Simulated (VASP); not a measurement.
A run of VASP 6.6.1 is set up as follows.

File POSCAR:

```
SiMo3
1.0
    4.8849536208      0.0000000000      0.0000000000
    0.0000000000      4.8849536208      0.0000000000
    0.0000000000      0.0000000000      4.8849536208
Si Mo
2 6
Direct
    0.5000000000      0.5000000000      0.5000000000
    0.0000000000      0.0000000000      0.0000000000
    0.0000000000      0.5000000000      0.2500000000
    0.0000000000      0.5000000000      0.7500000000
    0.5000000000      0.7500000000      0.0000000000
    0.5000000000      0.2500000000      0.0000000000
    0.7500000000      0.0000000000      0.5000000000
    0.2500000000      0.0000000000      0.5000000000
```

The input INCAR.step1:

```
PREC = Accurate ; ENCUT = 520
ISMEAR = 0 ; SIGMA = 0.1
LREAL = False ; LASPH = True
NELM = 100 ; NBANDS = 56
GGA = PE ; ALGO = Normal
EDIFF = 1E-4 ; LWAVE = True
LCHARG = False
```

INCAR.step2

```
PREC = Accurate ; ENCUT = 520
EDIFF = 1E-6 ; ISMEAR = 0
SIGMA = 0.1 ; LREAL = False
LASPH = True ; NELM = 100
ALGO = Normal ; ISIF = 2
LWAVE = False ; LCHARG = False
METAGGA = R2SCAN ; LMIXTAU = True
NBANDS = 56 ; ISTART = 1
```

The input KPOINTS:

```
regular mesh
0
Gamma
  8 8 8
```

Potentials or basis: VASP PAW PBE potentials, release 64 (Si, Mo_sv).

Command:

```bash
$ cat potpaw_PBE.64/Si/POTCAR potpaw_PBE.64/Mo_sv/POTCAR > POTCAR
$ cp INCAR.step1 INCAR
$ mpirun -np 1 vasp_std > vasp.out
$ cp INCAR.step2 INCAR
$ mpirun -np 1 vasp_std > vasp.out
```

Problem. Estimate the band gap on the k mesh.

Solution. None (metal or under the smearing width).

Problem. Estimate the pressure.

Solution. 1.0 GPa.

Caveat: the PAW data sets were made with another functional, which shifts forces and pressure a little.
